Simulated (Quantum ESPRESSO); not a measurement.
# Mo (Im-3m) in Quantum ESPRESSO: notebook, part 2 of 3

Quantum ESPRESSO 7.5. Earlier steps stand in the parts before.

### 3 Phonons, PBEsol, target pressure 25 GPa, at which the enthalpy is minimised

Input file pw.in:

```
&CONTROL
  calculation = 'scf'
  prefix = 'pwscf'
  outdir = './tmp'
  pseudo_dir = './pseudo'
  tprnfor = .true.
  tstress = .true.
  disk_io = 'low'
/
&SYSTEM
  ibrav = 0
  nat = 1
  ntyp = 1
  ecutwfc = 45
  ecutrho = 360
  nbnd = 13
  occupations = 'smearing'
  smearing = 'mv'
  degauss = 0.01469973
/
&ELECTRONS
  conv_thr = 2d-10
  electron_maxstep = 120
  mixing_beta = 0.5
/
ATOMIC_SPECIES
Mo    95.9500 mo_pbesol_v1.uspp.F.UPF
CELL_PARAMETERS angstrom
  -1.5838089719    1.5838089719    1.5838089719
   1.5838089719   -1.5838089719    1.5838089719
   1.5838089719    1.5838089719   -1.5838089719
ATOMIC_POSITIONS angstrom
Mo     0.0000000000    0.0000000000    0.0000000000
K_POINTS automatic
10 10 10 0 0 0
```

Input file relax.in:

```
&CONTROL
  calculation = 'vc-relax'
  prefix = 'pwscf'
  outdir = './tmp'
  pseudo_dir = './pseudo'
  tprnfor = .true.
  tstress = .true.
  disk_io = 'low'
  nstep = 40
  forc_conv_thr = 0.0001
  etot_conv_thr = 1d-06
/
&SYSTEM
  ibrav = 0
  nat = 1
  ntyp = 1
  ecutwfc = 45
  ecutrho = 360
  nbnd = 13
  occupations = 'smearing'
  smearing = 'mv'
  degauss = 0.01469973
/
&ELECTRONS
  conv_thr = 2d-10
  electron_maxstep = 120
  mixing_beta = 0.5
/
&IONS
  ion_dynamics = 'bfgs'
/
&CELL
  cell_dynamics = 'bfgs'
  press = 250
  press_conv_thr = 0.2
/
ATOMIC_SPECIES
Mo    95.9500 mo_pbesol_v1.uspp.F.UPF
CELL_PARAMETERS angstrom
  -1.5838089719    1.5838089719    1.5838089719
   1.5838089719   -1.5838089719    1.5838089719
   1.5838089719    1.5838089719   -1.5838089719
ATOMIC_POSITIONS angstrom
Mo     0.0000000000    0.0000000000    0.0000000000
K_POINTS automatic
10 10 10 0 0 0
```

Input file scf2.in:

```
&CONTROL
  calculation = 'scf'
  prefix = 'pwscf'
  outdir = './tmp'
  pseudo_dir = './pseudo'
  tprnfor = .true.
  tstress = .true.
  disk_io = 'low'
/
&SYSTEM
  ibrav = 0
  nat = 1
  ntyp = 1
  ecutwfc = 45
  ecutrho = 360
  nbnd = 13
  occupations = 'smearing'
  smearing = 'mv'
  degauss = 0.01469973
/
&ELECTRONS
  conv_thr = 1d-13
  electron_maxstep = 120
  mixing_beta = 0.5
  startingpot = 'file'
  startingwfc = 'file'
/
ATOMIC_SPECIES
Mo    95.9500 mo_pbesol_v1.uspp.F.UPF
CELL_PARAMETERS angstrom
  -1.5228017772    1.5228017772    1.5228017772
   1.5228017772   -1.5228017772    1.5228017772
   1.5228017772    1.5228017772   -1.5228017772
ATOMIC_POSITIONS angstrom
Mo     0.0000000000    0.0000000000    0.0000000000
K_POINTS automatic
10 10 10 0 0 0
```

Input file ph.in:

```
phonons of Mo
&INPUTPH
  prefix = 'pwscf'
  outdir = './tmp'
  tr2_ph = 1d-18
  fildyn = 'dyn'
  niter_ph = 90
  alpha_mix(1) = 0.4
/
0.0000000000 0.8660254038 0.0000000000
```

Potentials or basis: GBRV 1.5 PBEsol.

On the command line:

```
OMP_NUM_THREADS=1 pw.x -in pw.in > pw.out
OMP_NUM_THREADS=1 pw.x -in relax.in > relax.out
OMP_NUM_THREADS=1 pw.x -in scf2.in > scf2.out
OMP_NUM_THREADS=1 ph.x -in ph.in > ph.out
```

pw.out:

```text
This program is part of the open-source Quantum ESPRESSO suite
     for quantum simulation of materials; please cite
[... 9 lines left out ...]
     --------------------
     sticks:   dense  smooth     PW     G-vecs:    dense   smooth      PW
     Sum         727     363    139                12479     4321    1061

     Using Slab Decomposition

     bravais-lattice index     =            0
     lattice parameter (alat)  =       5.1840  a.u.
     unit-cell volume          =     107.2420 (a.u.)^3
     number of atoms/cell      =            1
     number of atomic types    =            1
     number of electrons       =        14.00
     number of Kohn-Sham states=           13
     kinetic-energy cutoff     =      45.0000  Ry
     charge density cutoff     =     360.0000  Ry
     scf convergence threshold =      2.0E-10
     mixing beta               =       0.5000
     number of iterations used =            8  plain     mixing
     Exchange-correlation= SLA  PW   PSX  PSC
                           (   1   4  10   8   0   0   0)

     celldm(1)=   5.183968  celldm(2)=   0.000000  celldm(3)=   0.000000
     celldm(4)=   0.000000  celldm(5)=   0.000000  celldm(6)=   0.000000

     crystal axes: (cart. coord. in units of alat)
               a(1) = (  -0.577350   0.577350   0.577350 )
               a(2) = (   0.577350  -0.577350   0.577350 )
               a(3) = (   0.577350   0.577350  -0.577350 )

     reciprocal axes: (cart. coord. in units 2 pi/alat)
               b(1) = ( -0.000000  0.866025  0.866025 )
               b(2) = (  0.866025 -0.000000  0.866025 )
               b(3) = (  0.866025  0.866025  0.000000 )

     PseudoPot. # 1 for Mo read from file:
     mo_pbesol_v1.uspp.F.UPF
     Pseudo is Ultrasoft + core correction, Zval = 14.0
     Generated by new atomic code, or converted to UPF format
     Using radial grid of  889 points,  6 beta functions with:
                l(1) =   0
                l(2) =   0
                l(3) =   1
                l(4) =   1
                l(5) =   2
                l(6) =   2
     Q(r) pseudized with  6 coefficients,  rinner =    1.000   1.000   1.000
                                                       1.000   1.000

     atomic species   valence    mass     pseudopotential
     Mo               14.00    95.95000     Mo( 1.00)

     48 Sym. Ops., with inversion, found

   Cartesian axes

     site n.     atom                  positions (alat units)
         1        Mo     tau(   1) = (   0.0000000   0.0000000   0.0000000  )

     number of k points=    47  Marzari-Vanderbilt smearing, width (Ry)=  0.0147
                       cart. coord. in units 2pi/alat
        k(    1) = (   0.0000000   0.0000000   0.0000000), wk =   0.0020000
        k(    2) = (   0.0866025   0.0866025   0.0000000), wk =   0.0240000
        k(    3) = (   0.1732051   0.1732051   0.0000000), wk =   0.0240000
        k(    4) = (   0.2598076   0.2598076   0.0000000), wk =   0.0240000
        k(    5) = (   0.3464102   0.3464102   0.0000000), wk =   0.0240000
        k(    6) = (  -0.4330127  -0.4330127   0.0000000), wk =   0.0120000
[... 39 lines left out ...]
        k(   46) = (  -0.8660254  -0.0866025  -0.0866025), wk =   0.0240000
        k(   47) = (  -0.8660254  -0.8660254  -0.8660254), wk =   0.0020000

     Dense  grid:    12479 G-vectors     FFT dimensions: (  32,  32,  32)

     Smooth grid:     4321 G-vectors     FFT dimensions: (  24,  24,  24)

     Initial potential from superposition of free atoms

     starting charge      13.9990, renormalised to      14.0000
     Starting wfcs are   13 randomized atomic wfcs

     Self-consistent Calculation

     iteration #  1     ecut=    45.00 Ry     beta= 0.50
     Davidson diagonalization with overlap
     ethr =  1.00E-02,  avg # of iterations =  3.8

     Threshold (ethr) on eigenvalues was too large:
     Diagonalizing with lowered threshold

     Davidson diagonalization with overlap
     ethr =  3.07E-04,  avg # of iterations =  1.6

     total energy              =    -139.32946573 Ry
     estimated scf accuracy    <       0.04386545 Ry

     iteration #  2     ecut=    45.00 Ry     beta= 0.50
     Davidson diagonalization with overlap
     ethr =  3.13E-04,  avg # of iterations =  2.0
[... 42 lines left out ...]
     iteration #  7     ecut=    45.00 Ry     beta= 0.50
     Davidson diagonalization with overlap
     ethr =  1.08E-11,  avg # of iterations =  2.7

     negative rho (up, down):  4.042E-06 0.000E+00

     End of self-consistent calculation

          k = 0.0000 0.0000 0.0000 (   555 PWs)   bands (ev):

   -40.3610 -13.6762 -13.6762 -13.6762  13.6171  19.5148  19.5148  19.5148
    22.4641  22.4641  35.5450  35.5450  35.5450

          k = 0.0866 0.0866 0.0000 (   557 PWs)   bands (ev):

   -40.3377 -13.8123 -13.7184 -13.6771  14.0423  19.2791  19.4641  19.9192
    22.1545  22.4737  35.8337  36.2641  36.3121
[... 8 lines left out ...]
   -40.1993 -14.5719 -13.9593 -13.6830  15.8391  18.1116  19.6528  22.1275
    22.7300  22.7972  34.7492  35.7676  41.0944

          k = 0.3464 0.3464 0.0000 (   547 PWs)   bands (ev):

   -40.1363 -14.8940 -14.0639 -13.6857  15.7387  17.6733  21.2067  22.5181
    22.9791  24.6173  33.2910  33.3842  39.2793

          k =-0.4330-0.4330 0.0000 (   546 PWs)   bands (ev):

   -40.1120 -15.0144 -14.1034 -13.6868  15.5968  17.5160  22.3704  22.4907
    23.1045  25.5104  32.1975  32.6992  37.8612

          k = 0.1732 0.0866 0.0866 (   556 PWs)   bands (ev):

   -40.2953 -14.0506 -13.7662 -13.7098  14.8024  19.0007  19.1180  20.7938
    21.7645  22.6166  36.3758  37.0227  37.3494

          k = 0.2598 0.1732 0.0866 (   549 PWs)   bands (ev):
[... 71 lines left out ...]
   -40.2552 -14.1609 -13.8721 -13.7843  15.4606  19.0831  19.3173  20.8589
    20.9404  23.1446  36.7392  37.3840  38.7299

          k = 0.5196 0.3464 0.3464 (   547 PWs)   bands (ev):

   -40.0920 -14.5319 -14.5319 -13.9674  17.2173  18.6559  18.6559  23.0824
    23.0824  30.4357  31.2155  31.2155  35.3933

          k =-0.0000-0.1732 0.3464 (   544 PWs)   bands (ev):

   -40.1803 -14.5528 -14.0061 -13.7824  16.2134  18.5162  19.1801  21.3650
    22.6696  23.4374  34.9201  36.4375  40.4690

          k = 0.0866-0.0866 0.3464 (   550 PWs)   bands (ev):

   -40.1897 -14.4224 -14.0029 -13.8515  16.3982  18.6428  19.1970  20.6609
    22.1722  23.5852  35.6779  37.3291  39.6629

          k = 0.0000-0.2598 0.4330 (   545 PWs)   bands (ev):
[... 36 lines left out ...]
   -40.0946 -14.5586 -14.3299 -14.1477  17.8263  17.9382  18.8914  23.1424
    23.2132  30.3166  30.7595  32.8204  33.2978

          k = 0.0000 0.0000 0.3464 (   554 PWs)   bands (ev):

   -40.1998 -14.2290 -13.9876 -13.9876  16.3432  19.2866  19.7899  19.7899
    20.9705  23.6762  36.6448  38.0290  39.6823

          k =-0.0000-0.0866 0.4330 (   550 PWs)   bands (ev):

   -40.1305 -14.5086 -14.1273 -14.0317  17.0109  18.2335  19.6407  20.5880
    22.3993  24.2166  35.2859  37.9921  39.1178

          k = 0.0000-0.1732 0.5196 (   550 PWs)   bands (ev):

   -40.0738 -14.7731 -14.2380 -14.0206  16.7423  18.2151  19.3235  21.0582
    24.2727  25.7335  33.4400  36.7198  36.8446

          k = 0.0866-0.0866 0.5196 (   544 PWs)   bands (ev):
[... 11 lines left out ...]
   -40.0334 -14.7679 -14.4267 -14.0837  16.8312  17.5552  19.4389  21.8178
    24.3072  28.1786  32.0022  34.1681  38.4168

          k =-0.6928-0.1732-0.1732 (   547 PWs)   bands (ev):

   -40.0179 -14.6431 -14.6431 -14.0860  17.0996  17.0996  19.1763  23.3858
    23.3858  31.0706  31.2359  31.2359  40.0587

          k =-0.0000-0.0000 0.5196 (   546 PWs)   bands (ev):

   -40.0682 -14.5094 -14.2736 -14.2736  17.2443  17.2901  20.9333  20.9333
    22.5281  24.9645  36.2351  37.0738  37.0738

          k = 0.0000-0.0866 0.6062 (   541 PWs)   bands (ev):

   -40.0174 -14.6648 -14.3894 -14.3069  16.5986  16.9757  21.1653  21.5954
    24.0102  26.6745  33.6930  34.7172  37.9549

          k =-0.8660-0.1732-0.1732 (   542 PWs)   bands (ev):
[... 16 lines left out ...]
   -39.9536 -14.6407 -14.5542 -14.5168  15.7635  15.8485  23.3766  23.6220
    24.8309  29.5583  30.2500  31.1401  40.4909

          k =-0.8660-0.8660-0.8660 (   490 PWs)   bands (ev):

   -39.9365 -14.5995 -14.5995 -14.5995  15.5072  15.5072  24.7644  24.7644
    24.7644  29.7210  29.7210  29.7210  40.0505

     the Fermi energy is    20.9426 ev

!    total energy              =    -139.33772130 Ry
     estimated scf accuracy    <          4.4E-11 Ry
     smearing contrib. (-TS)   =      -0.00043435 Ry
     internal energy E=F+TS    =    -139.33728695 Ry

     The total energy is F=E-TS. E is the sum of the following terms:
     one-electron contribution =     -18.87625903 Ry
     hartree contribution      =      17.89758887 Ry
     xc contribution           =     -19.19756568 Ry
     ewald contribution        =    -119.16105111 Ry

     convergence has been achieved in   7 iterations

     negative rho (up, down):  4.042E-06 0.000E+00

     Forces acting on atoms (cartesian axes, Ry/au):

     atom    1 type  1   force =     0.00000000    0.00000000    0.00000000

     Total force =     0.000000     Total SCF correction =     0.000000

     Computing stress (Cartesian axis) and pressure

     negative rho (up, down):  4.042E-06 0.000E+00
          total   stress  (Ry/bohr**3)                   (kbar)     P=     -104.51
  -0.00071047  -0.00000000  -0.00000000         -104.51       -0.00       -0.00
  -0.00000000  -0.00071047  -0.00000000           -0.00     -104.51       -0.00
  -0.00000000  -0.00000000  -0.00071047           -0.00       -0.00     -104.51

=------------------------------------------------------------------------------=
   JOB DONE.
=------------------------------------------------------------------------------=
```

Run time: 62 s. Hardware: 1 thread of Arm Neoverse V2, shared host; peak memory 0.09 GiB.

What came out:

* Free energy: -1895.7205 eV
* Relaxed volume: 14.13 Å³/atom
* Relaxed cell: a = 2.638 Å, b = 2.638 Å, c = 2.638 Å, α = 109.47°, β = 109.47°, γ = 109.47°
* Space group after relaxing (to 0.05 Å): Im-3m (No. 229)
* Pressure after relaxing: 24.9 GPa
* Band gap on the k mesh: none (metal or under the smearing width)
* Highest phonon frequency at the q point run: 57 cm⁻¹

The path:
```
step  energy change (eV)  largest force (eV/Å)  pressure (GPa)  volume (Å³)
   1              0.0000                0.0000          -10.45        15.89
   2              0.2891                0.0000           55.04        13.19
   3              0.0350                0.0000           20.31        14.30
   4              0.0575                0.0000           24.51        14.14
   5              0.0604                0.0000           25.01        14.12
   6              0.0603                0.0000           24.99        14.13
```

Final structure:
```
Mo
1.0
    -1.52280    1.52280    1.52280
     1.52280   -1.52280    1.52280
     1.52280    1.52280   -1.52280
Mo
1
Cartesian
  0.0000 0.0000 0.0000
```

Phonon frequencies in cm⁻¹ (negative: imaginary):
| q point | frequencies |
| --- | --- |
| (0.500, -0.500, 0.500) | 57 57 57 |

Phonon modes at q = (0.500, -0.500, 0.500) in reciprocal lattice units:
```
mode  symmetry  cm⁻¹
   1      T_1u    57
   2      T_1u    57
   3      T_1u    57
```

Caveat: the mesh is thin for the phonons of a metal; the cell is more than 3 GPa from zero pressure, which shifts response properties.

[end of part 2 of 3]
